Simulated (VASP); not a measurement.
Crystal: TiO2.

```
CELL_PARAMETERS angstrom
4.59222 0.00000 0.00000
0.00000 4.59222 0.00000
0.00000 0.00000 2.94203
ATOMIC_POSITIONS crystal
Ti 0.00000 0.00000 0.00000
Ti 0.50000 0.50000 0.50000
O 0.30430 0.30430 0.00000
O 0.19570 0.80430 0.50000
O 0.69570 0.69570 0.00000
O 0.80430 0.19570 0.50000
```

Base run:

```yaml
Program: VASP 6.6.1
Functional: PBEsol
Potentials_or_basis: VASP PAW PBE potentials, release 64 (Ti_sv, O)
Cutoff: 520 eV
k_mesh: 6 × 6 × 10
Occupations: gaussian, width 0.5 eV
Spin: no spin polarisation
```

Its results: band gap on the k mesh 1.83 eV, direct; pressure 0.2 GPa.

Task: The run is repeated on the same cell with these changes: functional from PBEsol to r2SCAN; occupations from gaussian, width 0.5 eV to gaussian, width 0.02 eV. What comes out?

Result: Band gap on the k mesh 2.24 eV, direct; pressure 2.8 GPa.

Caveats: the PAW data sets were made with another functional, which shifts forces and pressure a little.

A k mesh can miss the band edges.

Not every run made on this cell is shown here.
